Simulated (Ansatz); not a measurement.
The system is HfO2.

```
Hf O
1.0
     5.08032    0.00000    0.00000
     0.00000    5.16487    0.00000
     0.00000    0.00000    4.89088
Hf O
4 8
Direct
  0.22259 0.78180 0.27207
  0.72259 0.71820 0.72793
  0.77741 0.21820 0.27207
  0.27741 0.28180 0.72793
  0.18682 0.16365 0.10453
  0.68682 0.33635 0.89547
  0.81318 0.83635 0.10453
  0.31318 0.66365 0.89547
  0.00000 0.50000 0.48905
  0.50000 0.00000 0.51095
  0.00000 0.00000 0.57562
  0.50000 0.50000 0.42438
```

The cell comes from a database or a generator and needn't be the stable form of this composition.

Program: Ansatz 0.2.0. Alike in all runs: potentials or basis Ansatz PAW; cell as given; k mesh 5 × 5 × 6; smearing fermi-dirac 0.05 eV.

Order these runs on this cell by their band gap on the k mesh, lowest first.
A. level LDA; spin off; cutoff (eV) 420; points for each segment of the path 10
B. level r2SCAN; spin SOC, no magnetisation; cutoff (eV) 500; points for each segment of the path 10
C. level PBE; spin off; cutoff (eV) 500

A (3.67 eV), C (3.86 eV), B (4.38 eV).

Caveats: spin-orbit coupling is left out, which moves the levels of the heavy elements (some runs); odd divisions of the mesh miss points on the zone boundary, where band edges often lie, so the gap on the mesh can be too wide (some runs).

A k mesh can miss the band edges.
